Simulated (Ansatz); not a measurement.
**Nickel, beta-Sn type under LDA: from relaxation to bulk modulus**

What does LDA give for nickel in the beta-Sn type structure? We relax it, solve it on a dense k-mesh, switch on spin-orbit coupling, then scale the cell to 7 volumes from 88 to 112 % of the relaxed one and try a fit of the equation of state. The k-meshes are 15×15×10 for the relaxation; 25×25×24 for the dense run; 15×15×15 for spin-orbit coupling; 17×17×17 for the volumes.

Method: DFT LDA (PW92), plane waves (420 eV) with PAW, scalar-relativistic; the PAW data stem from PBE, with regenerated cores, in Ansatz 0.2.0.

## (1) The starting structure

Symmetry: I4_1/amd, No. 141, tetragonal system. The conventional cell has a = 4.382 Å, b = 4.382 Å, c = 2.393 Å, α = 90.00°, β = 90.00°, γ = 90.00°. Ni (site symmetry -4m2) has 6 Ni at 2.27 to 2.39 Å as nearest neighbours.

Structure file:

```
Ni
1.0
    -2.19107    2.19107    1.19633
     2.19107   -2.19107    1.19633
     2.19107    2.19107   -1.19633
Ni
2
Direct
  0.00000 0.00000 0.00000
  0.75000 0.25000 0.50000
```

## (2) Geometry optimisation

Contents of input.yaml:

```yaml
crystal:
  lattice:
    - [-2.1910720922, 2.1910720922, 1.1963253623]
    - [2.1910720922, -2.1910720922, 1.1963253623]
    - [2.1910720922, 2.1910720922, -1.1963253623]
  atoms:
    - { symbol: Ni, position: [0.0, 0.0, 0.0] }
    - { symbol: Ni, position: [0.75, 0.25, 0.5] }
hamiltonian:
  xc: lda
  pseudopotentials:
    kind: paw
    azcp:
      Ni: "pseudopotentials/Ni.paw.azcp"
basis:
  ecutwfc: 420
  fft_grid_basis: typed
kpoints:
  mp_grid: { grid: [15, 15, 10], shift: [0, 0, 0] }
magnetization:
  spin_polarized: false
scf:
  occupations: { method: fermi_dirac, width: 0.1 }
relax:
  max_steps: 60
  f_tol: 0.01
  cell: {}
```

Log:

```text
Warning: <dir> the record states the generating functional pbe (its physics header spells it `PBE`), which answers neither for hamiltonian.xc's functional nor for the lda family's — results may be inconsistent (PPs are generated against a specific XC)
Warning: crystal.symmetry: narrowed to the stabiliser of the k-point mesh — unitary ops 16 → 4; excluded 12 operations that carry a point of the 15×15×10 mesh (shift [0, 0, 0]) off the mesh (the run samples exactly the mesh kpoints.mp_grid names, as under crystal.symmetry.detect: false, and its converged state has the mesh's symmetry, not the crystal's; ε∞, the Born charges and the force constants of a linear response (`dielectric:` by the response, `phonons.method: dfpt`) are averaged over those of the crystal's operations that the state keeps within a tolerance, where `mesh_tensors`, `unaveraged_element` or `gamma_mean_max_change_ev_ang2` stands beside them; a row that `dielectric.field_direction` solves alone is averaged likewise, with nothing beside; a Γ-centred mesh of equal divisions is mapped onto itself by every operation and keeps the whole group, as does a half-shifted one under kpoints.further_shifts: images)
Warning: RAYON_NUM_THREADS=2 ignored (pool sized by the plan → 2); use --threads N
Engine: ansatz 0.2.0, aarch64-unknown-linux-gnu
Pseudopotentials: kind: paw
Pseudopotential: Ni, paw, valence charge 18, recommended cutoff 420 eV (normal), <dir>
Functional definition: SPW92
  exchange = slater_x
  correlation = pw_c
Crystal: 2 atoms, lattice volume = 22.973 Å³
Basis set: ecut = 420 eV, 451 PW (Γ)
Bands: 22, of which v1, the nominal top of the filled ones, is band 18 counted from 1 (17 counted from 0)
Symmetry: 4 space group operations
k-points: 608 of 2250
Non-local potential: Ni, projectors of the file, l = 0: 3, l = 1: 2, l = 2: 3, l = 3: 1
PAW form: soft (Blöchl's): semilocal exchange-correlation on the pseudo side does not see the compensation charge
PAW frozen core: Ni, regenerated for the run's functional, and the local potential with it (the file was generated under x = pbe(κ = 0.804, μ = 0.2195149727645171), c = pbe(β = 0.06672455060314922))
PAW one-centre angular grid: Ni, 590 points (default); XC on 64 Gauss nodes
Initial density: superposition of atomic densities (neutral atoms: chi_scale 0, normalization atom), corrected by the library's trained network
Initial wavefunctions: pseudopotential atomic-orbital guess
Functional: x = slater, c = lda
SCF iter   1: F=—  HF=-11545.769576 eV  |F-HF|=—  |Δ(HF+E_count)|=         —  Δρ=2.88e-2  dr2=8.66e-2  ethr=1.77e-3  ⟨swp⟩=4.7  Hψ=49151  notcnv=0
preconditioner: auto → none  [metal: Δε(μ)=0.001 eV  Ē_g=7.661 eV  σ=0.100 eV  W_gap=0.00  n_scr=8 (ndim 8)  ℏωp=34.6 eV  f_vac=0.000  D(μ)=4.11/eV (n_scr^D=62)  sad-step TF]
SCF iter   2: F=—  HF=-11545.754203 eV  |F-HF|=—  |Δ(HF+E_count)|=   1.54e-2  Δρ=9.97e-3  dr2=1.04e-2  ethr=2.41e-4  ⟨swp⟩=2.2  Hψ=21894  notcnv=0
SCF iter   3: F=—  HF=-11545.752405 eV  |F-HF|=—  |Δ(HF+E_count)|=   1.80e-3  Δρ=1.12e-3  dr2=1.11e-4  ethr=2.89e-5  ⟨swp⟩=2.5  Hψ=20552  notcnv=0
SCF iter   4: F=—  HF=-11545.752355 eV  |F-HF|=—  |Δ(HF+E_count)|=   4.97e-5  Δρ=1.09e-4  dr2=9.56e-7  ethr=3.09e-7  ⟨swp⟩=2.2  Hψ=21941  notcnv=0
SCF iter   5: F=—  HF=-11545.752355 eV  |F-HF|=—  |Δ(HF+E_count)|=   1.38e-7  Δρ=8.48e-5  dr2=3.58e-7  ethr=2.65e-9  ⟨swp⟩=2.2  Hψ=22396  notcnv=0
SCF iter   6: F=-11545.752355 eV  HF=-11545.752355 eV  |F-HF|=3.89e-10  |Δ(HF+E_count)|=   1.51e-7  Δρ=5.01e-6  dr2=1.65e-9  ethr=2.78e-10  ⟨swp⟩=3.5  Hψ=54854  notcnv=0
SCF 1 converged in 6 iterations: F = -11545.752355 eV  dr2 = 1.65e-9
relax step   1: F+E_penalty+E_count = -11545.75235511 eV  Δ(F+E_penalty+E_count) = +0.000e0 eV  max|allowed force component| = 5.944e-4 eV/Å  Δτ_max = 0.0000 Å  P = -9.446 GPa  Ω = 22.973 Å³  (6 SCF iters, dr2 threshold 1.00e-7 eV, accepted)
Crystal: 2 atoms, lattice volume = 22.377 Å³
Basis set: ecut = 420 eV, 435 PW (Γ)
Initial density: handed on by an earlier stage of this run
Initial wavefunctions: those handed on with the density
iter 1 solved again at ethr=5.19e-6 eV; its pass at ethr=3.10e-3 eV (dr2=1.87e-3 eV) is discarded
SCF iter   1: F=—  HF=-11545.780323 eV  |F-HF|=—  |Δ(HF+E_count)|=         —  Δρ=3.78e-3  dr2=1.70e-3  ethr=5.19e-6  ⟨swp⟩=1.7  Hψ=66523  notcnv=0
preconditioner: auto → none  [metal: Δε(μ)=0.000 eV  Ē_g=7.852 eV  σ=0.100 eV  W_gap=0.00  n_scr=8 (ndim 8)  ℏωp=35.1 eV  f_vac=0.000  D(μ)=3.94/eV (n_scr^D=54)]
SCF iter   2: F=—  HF=-11545.779965 eV  |F-HF|=—  |Δ(HF+E_count)|=   3.58e-4  Δρ=4.83e-4  dr2=2.06e-5  ethr=4.72e-6  ⟨swp⟩=2.5  Hψ=19037  notcnv=0
SCF iter   3: F=—  HF=-11545.779944 eV  |F-HF|=—  |Δ(HF+E_count)|=   2.09e-5  Δρ=1.75e-4  dr2=2.14e-6  ethr=5.73e-8  ⟨swp⟩=2.0  Hψ=22239  notcnv=0
iter 4 did not close the SCF: its close was put off for the readings that it lacked (scf_convergence_deferred on its scf_iter line)
SCF iter   4: F=-11545.779942 eV  HF=-11545.779942 eV  |F-HF|=1.04e-8  |Δ(HF+E_count)|=   1.83e-6  Δρ=3.62e-5  dr2=1.33e-7  ethr=5.93e-9  ⟨swp⟩=2.0  Hψ=21161  notcnv=0
iter 5 did not close the SCF: its close was put off for the readings that it lacked (scf_convergence_deferred on its scf_iter line)
SCF iter   5: F=-11545.779942 eV  HF=-11545.779942 eV  |F-HF|=2.94e-8  |Δ(HF+E_count)|=   3.00e-8  Δρ=2.59e-5  dr2=3.43e-8  ethr=3.70e-10  ⟨swp⟩=2.6  Hψ=23912  notcnv=0
SCF iter   6: F=-11545.779942 eV  HF=-11545.779942 eV  |F-HF|=3.64e-12  |Δ(HF+E_count)|=   1.21e-8  Δρ=9.36e-7  dr2=3.92e-11  ethr=9.54e-11  ⟨swp⟩=3.0  Hψ=46796  notcnv=0
SCF 2 converged in 6 iterations: F = -11545.779942 eV  dr2 = 3.92e-11
relax step   2: F+E_penalty+E_count = -11545.77994194 eV  Δ(F+E_penalty+E_count) = -2.759e-2 eV  max|allowed force component| = 4.951e-4 eV/Å  Δτ_max = 0.0000 Å  P = -4.801 GPa  Ω = 22.377 Å³  energy of the carried Pulay correction = +3.569e-4 eV  (6 SCF iters, dr2 threshold 2.00e-7 eV, accepted)
Crystal: 2 atoms, lattice volume = 21.789 Å³
Basis set: ecut = 420 eV, 423 PW (Γ)
iter 1 solved again at ethr=4.89e-6 eV; its pass at ethr=3.10e-3 eV (dr2=1.76e-3 eV) is discarded
SCF iter   1: F=—  HF=-11545.788996 eV  |F-HF|=—  |Δ(HF+E_count)|=         —  Δρ=3.78e-3  dr2=1.64e-3  ethr=4.89e-6  ⟨swp⟩=1.9  Hψ=67747  notcnv=0
preconditioner: auto → none  [metal: Δε(μ)=0.002 eV  Ē_g=8.043 eV  σ=0.100 eV  W_gap=0.00  n_scr=8 (ndim 8)  ℏωp=35.6 eV  f_vac=0.000  D(μ)=3.79/eV (n_scr^D=54)]
SCF iter   2: F=—  HF=-11545.788631 eV  |F-HF|=—  |Δ(HF+E_count)|=   3.65e-4  Δρ=5.01e-4  dr2=2.08e-5  ethr=4.55e-6  ⟨swp⟩=2.5  Hψ=19436  notcnv=0
SCF iter   3: F=—  HF=-11545.788608 eV  |F-HF|=—  |Δ(HF+E_count)|=   2.31e-5  Δρ=1.82e-4  dr2=2.10e-6  ethr=5.79e-8  ⟨swp⟩=2.1  Hψ=22505  notcnv=0
SCF iter   4: F=—  HF=-11545.788607 eV  |F-HF|=—  |Δ(HF+E_count)|=   1.69e-6  Δρ=4.14e-5  dr2=1.61e-7  ethr=5.83e-9  ⟨swp⟩=2.0  Hψ=21650  notcnv=0
iter 5 did not close the SCF: its close was put off for the readings that it lacked (scf_convergence_deferred on its scf_iter line)
SCF iter   5: F=-11545.788607 eV  HF=-11545.788607 eV  |F-HF|=2.39e-8  |Δ(HF+E_count)|=   5.89e-8  Δρ=2.40e-5  dr2=2.98e-8  ethr=4.48e-10  ⟨swp⟩=2.5  Hψ=23338  notcnv=0
SCF iter   6: F=-11545.788607 eV  HF=-11545.788607 eV  |F-HF|=3.64e-12  |Δ(HF+E_count)|=   9.52e-9  Δρ=1.33e-6  dr2=1.11e-10  ethr=8.27e-11  ⟨swp⟩=2.9  Hψ=47289  notcnv=0
SCF 3 converged in 6 iterations: F = -11545.788607 eV  dr2 = 1.11e-10
relax step   3: F+E_penalty+E_count = -11545.78860656 eV  Δ(F+E_penalty+E_count) = -8.665e-3 eV  max|allowed force component| = 1.616e-4 eV/Å  Δτ_max = 0.0000 Å  P = +0.557 GPa  Ω = 21.789 Å³  energy of the carried Pulay correction = +7.178e-4 eV  (6 SCF iters, dr2 threshold 2.00e-7 eV, accepted)
[... from here on, the SCF cycles and remarks between the steps are left out ...]
relax step   4: F+E_penalty+E_count = -11545.78867562 eV  Δ(F+E_penalty+E_count) = -6.906e-5 eV  max|allowed force component| = 1.687e-4 eV/Å  Δτ_max = 0.0000 Å  P = -0.023 GPa  Ω = 21.848 Å³  energy of the carried Pulay correction = +6.809e-4 eV  (6 SCF iters, dr2 threshold 2.00e-7 eV, accepted)
relax step   5: F+E_penalty+E_count = -11545.78926281 eV  Δ(F+E_penalty+E_count) = -5.872e-4 eV  max|allowed force component| = 1.578e-3 eV/Å  Δτ_max = 0.0002 Å  P = -0.085 GPa  Ω = 21.853 Å³  energy of the carried Pulay correction = +6.775e-4 eV  (6 SCF iters, dr2 threshold 2.46e-8 eV, accepted)
relax step   6: F+E_penalty+E_count = -11545.82527236 eV  Δ(F+E_penalty+E_count) = -3.601e-2 eV  max|allowed force component| = 1.786e-3 eV/Å  Δτ_max = 0.0020 Å  P = -0.980 GPa  Ω = 21.844 Å³  energy of the carried Pulay correction = +6.797e-4 eV  (6 SCF iters, dr2 threshold 2.00e-7 eV, accepted)
relax step   7: F+E_penalty+E_count = -11545.92282855 eV  Δ(F+E_penalty+E_count) = -9.756e-2 eV  max|allowed force component| = 4.827e-3 eV/Å  Δτ_max = 0.0008 Å  P = -2.174 GPa  Ω = 21.690 Å³  energy of the carried Pulay correction = +7.728e-4 eV  (6 SCF iters, dr2 threshold 2.00e-7 eV, accepted)
relax step   8: F+E_penalty+E_count = -11546.07707544 eV  Δ(F+E_penalty+E_count) = -1.542e-1 eV  max|allowed force component| = 2.781e-3 eV/Å  Δτ_max = 0.0006 Å  P = -3.711 GPa  Ω = 21.399 Å³  energy of the carried Pulay correction = +9.526e-4 eV  (6 SCF iters, dr2 threshold 2.00e-7 eV, accepted)
relax step   9: F+E_penalty+E_count = -11546.24131597 eV  Δ(F+E_penalty+E_count) = -1.642e-1 eV  max|allowed force component| = 3.963e-3 eV/Å  Δτ_max = 0.0005 Å  P = -1.086 GPa  Ω = 20.700 Å³  energy of the carried Pulay correction = +1.400e-3 eV  (6 SCF iters, dr2 threshold 2.00e-7 eV, accepted)
relax step  10: F+E_penalty+E_count = -11546.37586012 eV  Δ(F+E_penalty+E_count) = -1.345e-1 eV  max|allowed force component| = 7.504e-3 eV/Å  Δτ_max = 0.0001 Å  P = +2.006 GPa  Ω = 19.998 Å³  energy of the carried Pulay correction = +1.863e-3 eV  (6 SCF iters, dr2 threshold 2.00e-7 eV, accepted)
relax step  11: F+E_penalty+E_count = -11546.40804548 eV  Δ(F+E_penalty+E_count) = -3.219e-2 eV  max|allowed force component| = 6.639e-3 eV/Å  Δτ_max = 0.0045 Å  P = -5.678 GPa  Ω = 20.020 Å³  energy of the carried Pulay correction = +1.844e-3 eV  (6 SCF iters, dr2 threshold 2.00e-7 eV, accepted)
relax step  12: F+E_penalty+E_count = -11546.41833496 eV  Δ(F+E_penalty+E_count) = -1.029e-2 eV  max|allowed force component| = 2.423e-3 eV/Å  Δτ_max = 0.0005 Å  P = -0.066 GPa  Ω = 19.790 Å³  energy of the carried Pulay correction = +2.002e-3 eV  (6 SCF iters, dr2 threshold 2.00e-7 eV, accepted)
relax step  13: F+E_penalty+E_count = -11546.41853153 eV  Δ(F+E_penalty+E_count) = -1.966e-4 eV  max|allowed force component| = 2.102e-3 eV/Å  Δτ_max = 0.0001 Å  P = +0.373 GPa  Ω = 19.750 Å³  energy of the carried Pulay correction = +2.030e-3 eV  (6 SCF iters, dr2 threshold 2.00e-7 eV, accepted)
relax step  14: F+E_penalty+E_count = -11546.41858354 eV  Δ(F+E_penalty+E_count) = -5.202e-5 eV  max|allowed force component| = 1.844e-4 eV/Å  Δτ_max = 0.0002 Å  P = +0.030 GPa  Ω = 19.780 Å³  energy of the carried Pulay correction = +2.010e-3 eV  (6 SCF iters, dr2 threshold 2.00e-7 eV, accepted)
relax step  15: F+E_penalty+E_count = -11546.41858162 eV  Δ(F+E_penalty+E_count) = +1.922e-6 eV  max|allowed force component| = 5.029e-3 eV/Å  Δτ_max = 0.0001 Å  P = +0.000 GPa  Ω = 19.782 Å³  energy of the carried Pulay correction = +2.008e-3 eV  (6 SCF iters, dr2 threshold 1.52e-8 eV, accepted)
relax step  16: F+E_penalty+E_count = -11546.53086486 eV  Δ(F+E_penalty+E_count) = -1.123e-1 eV  max|allowed force component| = 5.050e-3 eV/Å  Δτ_max = 0.0000 Å  P = +7.611 GPa  Ω = 19.782 Å³  stress off target by 2.04e1 GPa  SCF on the basis re-selected at this cell (its energy is not comparable with the rows above)  (8 SCF iters)
relax step  17: F+E_penalty+E_count = -11546.58009008 eV  Δ(F+E_penalty+E_count) = -4.923e-2 eV  max|allowed force component| = 1.530e-2 eV/Å  Δτ_max = 0.0009 Å  P = +4.108 GPa  Ω = 19.977 Å³  energy of the carried Pulay correction = -1.351e-4 eV  (6 SCF iters, dr2 threshold 2.00e-7 eV, accepted)
relax step  18: F+E_penalty+E_count = -11546.59536346 eV  Δ(F+E_penalty+E_count) = -1.527e-2 eV  max|allowed force component| = 7.892e-3 eV/Å  Δτ_max = 0.0008 Å  P = +0.745 GPa  Ω = 20.217 Å³  energy of the carried Pulay correction = -3.049e-4 eV  (6 SCF iters, dr2 threshold 2.00e-7 eV, accepted)
relax step  19: F+E_penalty+E_count = -11546.59553912 eV  Δ(F+E_penalty+E_count) = -1.757e-4 eV  max|allowed force component| = 1.725e-3 eV/Å  Δτ_max = 0.0002 Å  P = -0.021 GPa  Ω = 20.277 Å³  energy of the carried Pulay correction = -3.496e-4 eV  (6 SCF iters, dr2 threshold 2.00e-7 eV, accepted)
relax step  20: F+E_penalty+E_count = -11546.59554141 eV  Δ(F+E_penalty+E_count) = -2.290e-6 eV  max|allowed force component| = 7.781e-4 eV/Å  Δτ_max = 0.0001 Å  P = +0.001 GPa  Ω = 20.275 Å³  energy of the carried Pulay correction = -3.483e-4 eV  (6 SCF iters, dr2 threshold 8.67e-9 eV, accepted)
relax step  21: F+E_penalty+E_count = -11546.59634620 eV  Δ(F+E_penalty+E_count) = -8.048e-4 eV  max|allowed force component| = 7.729e-4 eV/Å  Δτ_max = 0.0000 Å  P = +0.085 GPa  Ω = 20.275 Å³  stress off target by 2.22e-1 GPa  SCF on the basis re-selected at this cell (its energy is not comparable with the rows above)  (6 SCF iters)
relax step  22: F+E_penalty+E_count = -11546.59634979 eV  Δ(F+E_penalty+E_count) = -3.589e-6 eV  max|allowed force component| = 2.757e-4 eV/Å  Δτ_max = 0.0001 Å  P = -0.005 GPa  Ω = 20.283 Å³  energy of the carried Pulay correction = -4.928e-6 eV  (6 SCF iters, dr2 threshold 1.23e-7 eV, accepted)
iter 1 solved again at ethr=3.81e-9 eV; its pass at ethr=3.10e-3 eV (dr2=1.37e-6 eV) is discarded
SCF iter   1: F=—  HF=-11546.596355 eV  |F-HF|=—  |Δ(HF+E_count)|=         —  Δρ=1.85e-6  dr2=1.03e-10  ethr=3.81e-9  ⟨swp⟩=4.4  Hψ=98221  notcnv=0
preconditioner: auto → none  [metal: Δε(μ)=0.000 eV  Ē_g=9.116 eV  σ=0.100 eV  W_gap=0.00  n_scr=4 (ndim 8)  ℏωp=36.9 eV  f_vac=0.000  D(μ)=4.94/eV (n_scr^D=106)]
SCF iter   2: F=—  HF=-11546.596355 eV  |F-HF|=—  |Δ(HF+E_count)|=  5.95e-10  Δρ=1.19e-6  dr2=7.34e-11  ethr=1.00e-12  ⟨swp⟩=3.1  Hψ=32045  notcnv=0
SCF iter   3: F=—  HF=-11546.596355 eV  |F-HF|=—  |Δ(HF+E_count)|=  3.09e-11  Δρ=6.10e-7  dr2=3.38e-11  ethr=1.00e-12  ⟨swp⟩=1.2  Hψ=14190  notcnv=0
iter 4 did not close the SCF: its close was put off for the readings that it lacked (scf_convergence_deferred on its scf_iter line)
SCF iter   4: F=-11546.596355 eV  HF=-11546.596355 eV  |F-HF|=3.64e-12  |Δ(HF+E_count)|=  3.64e-12  Δρ=1.08e-7  dr2=9.47e-13  ethr=1.00e-12  ⟨swp⟩=1.0  Hψ=13376  notcnv=0
iter 5 did not close the SCF: its close was put off for the readings that it lacked (scf_convergence_deferred on its scf_iter line)
SCF iter   5: F=-11546.596355 eV  HF=-11546.596355 eV  |F-HF|=1.82e-12  |Δ(HF+E_count)|=  7.28e-12  Δρ=1.87e-8  dr2=2.97e-14  ethr=1.00e-12  ⟨swp⟩=1.0  Hψ=13376  notcnv=0
iter 6 did not close the SCF: its close was put off for the readings that it lacked (scf_convergence_deferred on its scf_iter line)
SCF iter   6: F=-11546.596355 eV  HF=-11546.596355 eV  |F-HF|=3.64e-12  |Δ(HF+E_count)|=  7.28e-12  Δρ=4.01e-9  dr2=1.43e-15  ethr=1.00e-12  ⟨swp⟩=1.0  Hψ=13376  notcnv=0
iter 7 did not close the SCF: its close was put off for the readings that it lacked (scf_convergence_deferred on its scf_iter line)
SCF iter   7: F=-11546.596355 eV  HF=-11546.596355 eV  |F-HF|=0.00e0  |Δ(HF+E_count)|=  3.64e-12  Δρ=1.31e-9  dr2=9.14e-17  ethr=1.00e-12  ⟨swp⟩=1.0  Hψ=13376  notcnv=0
SCF iter   8: F=-11546.596355 eV  HF=-11546.596355 eV  |F-HF|=3.64e-12  |Δ(HF+E_count)|=    0.00e0  Δρ=8.25e-10  dr2=4.25e-17  ethr=1.00e-12  ⟨swp⟩=3.0  Hψ=44190  notcnv=0
SCF 23 converged in 8 iterations: F = -11546.596355 eV  dr2 = 4.25e-17
relax step  23: F+E_penalty+E_count = -11546.59635509 eV  Δ(F+E_penalty+E_count) = -5.305e-6 eV  max|allowed force component| = 2.751e-4 eV/Å  Δτ_max = 0.0000 Å  P = -0.005 GPa  Ω = 20.283 Å³  stress off target by 9.55e-3 GPa  SCF on the basis re-selected at this cell (its energy is not comparable with the rows above)  (8 SCF iters)
basis re-selected at this cell: Δ(F+E_penalty+E_count) = -5.305e-6 eV, ΔP = -0.000 GPa vs the last step (what re-selecting the basis moved, of the pressure what is left beyond the Pulay correction that the steps carried, after the strain that the cell walked since its last selection, with what the two solves' SCF thresholds leave and, on support functions, any second-order correction that the steps lacked; it is no measure of the basis error at this ecutwfc). This SCF's stress stands 9.55e-3 GPa from its target on what of the cell is left free (relax.cell.stress_tol is 5.00e-2 GPa) and its largest allowed force component is 2.75e-4 eV/Å (relax.f_tol is 1.00e-2 eV/Å): within both
SCF converged after 8 iterations
Free energy (F): -11546.596355 eV
Harris-Foulkes:  -11546.596355 eV  (|F-HF|=3.64e-12)
Internal energy: -11546.440110 eV  (E = F + TS)
E sigma→0 (E₀):  -11546.518232 eV
Entropy (-TS):   -0.156245 eV (-78.123 meV/atom)
Fermi energy:    19.245183 eV
--- Per-component energies (eV) ---
  E_band       = -521.288803
  E_kinetic    = 569.381765
  E_local      = -6662.805087  (includes V_loc(G=0)·N_el)
  E_nonlocal   = 1276.932524
  E_hartree    = 2782.767033
  E_xc         = -170.631655
  E_vxc        = -220.914671  (∫ρ·V_xc dr)
  E_paw        = -3125.344363  (= ΣΔE_a)
  E_vpaw       = -1049.418373  (= ΣTr[D̂ρ^β])
  E_aug_tail   = 0.000972  (compensation charges beyond the density's cutoff)
  E_ewald      = -6217.609539
  E_core_change = 0.868241  (= ΣΔE_core)
  E_smearing   = -0.156245  (= −TS)
  E_closure    = 0.000000  (closes the sum)
  Σ components = -11546.596355   (vs F -11546.596355, Δ=0.00e0)
--- Forces (eV/Å), atoms counted from 1 ---
  atom   1  Ni    -0.00027510     0.00027510     0.00000000
  atom   2  Ni     0.00027510    -0.00027510    -0.00000000
  max |Σ_I F_I| component: 0.00e0 eV/Å
--- Stress (GPa, compression-positive) ---
       -0.004669       0.000208       0.002510
        0.000208      -0.004669       0.002510
        0.002510       0.002510      -0.007077
  P = ⅓ Tr σ = -0.0055 GPa (-0.055 kbar)
--- Relaxed structure (20 steps of the walk, 20 accepted, 3 SCFs on fresh bases) ---
  F+E_penalty+E_count = -11546.59635509 eV   max|allowed force component| = 2.751e-4 eV/Å   (the final SCF, on the basis selected at the relaxed cell)
  cell:  # Å, volume = 20.2830 Å³
    - [-2.86897117655976, 2.8693822401628823, 1.1841905167487774]
    - [2.8693822401628823, -2.86897117655976, 1.1841905167487774]
    - [1.4922226764314965, 1.4922226764314965, -1.183437653006768]
  atoms:
    - { symbol: Ni, position: [2.3386598828776228e-5, -2.3386598828776255e-5, -2.7105038920516332e-20] }
    - { symbol: Ni, position: [0.7499766134011712, 0.25002338659882895, 0.5] }
```

Run time: 3.3 min. Hardware: 2 threads of an Arm CPU, shared host; peak memory 0.54 GiB.

The steps of the relaxation:

```csv
step,energy change (meV/atom),largest force (eV/Å),pressure (GPa),volume (Å³/atom)
1,0.00,0.0006,-9.45,11.487
2,-13.79,0.0005,-4.80,11.188
3,-18.13,0.0002,0.56,10.894
4,-18.16,0.0002,-0.02,10.924
5,-18.45,0.0016,-0.09,10.926
6,-36.46,0.0018,-0.98,10.922
7,-85.24,0.0048,-2.17,10.845
8,-162.36,0.0028,-3.71,10.699
9,-244.48,0.0040,-1.09,10.350
10,-311.75,0.0075,2.01,9.999
11,-327.85,0.0066,-5.68,10.010
12,-332.99,0.0024,-0.07,9.895
13,-333.09,0.0021,0.37,9.875
14,-333.11,0.0002,0.03,9.890
15,-333.11,0.0050,0.00,9.891
16,-389.25,0.0050,7.61,9.891
17,-413.87,0.0153,4.11,9.988
18,-421.50,0.0079,0.75,10.109
19,-421.59,0.0017,-0.02,10.139
20,-421.59,0.0008,0.00,10.138
21,-422.00,0.0008,0.09,10.138
22,-422.00,0.0003,0.00,10.142
23,-422.00,0.0003,-0.01,10.142
```

Steps that repeat a cell are solved on a basis chosen anew, so their changes of energy are no gain of the relaxation.

The cell of the run, before and after:

|  | before | after | change |
| --- | --- | --- | --- |
| a (Å) | 3.322 | 4.227 | +27.3 % |
| b (Å) | 3.322 | 4.227 | +27.3 % |
| c (Å) | 3.322 | 2.420 | -27.2 % |
| α (°) | 97.45 | 97.87 | +0.4 % |
| β (°) | 97.45 | 97.87 | +0.4 % |
| γ (°) | 137.78 | 147.46 | +7.0 % |
| volume (Å³/atom) | 11.487 | 10.142 | -11.7 % |
| shortest distance (Å) | 2.271 | 2.362 | +4.0 % |
| space group (spins left aside) | I4_1/amd | Fddd | changed |

[end of part 1 of 2]
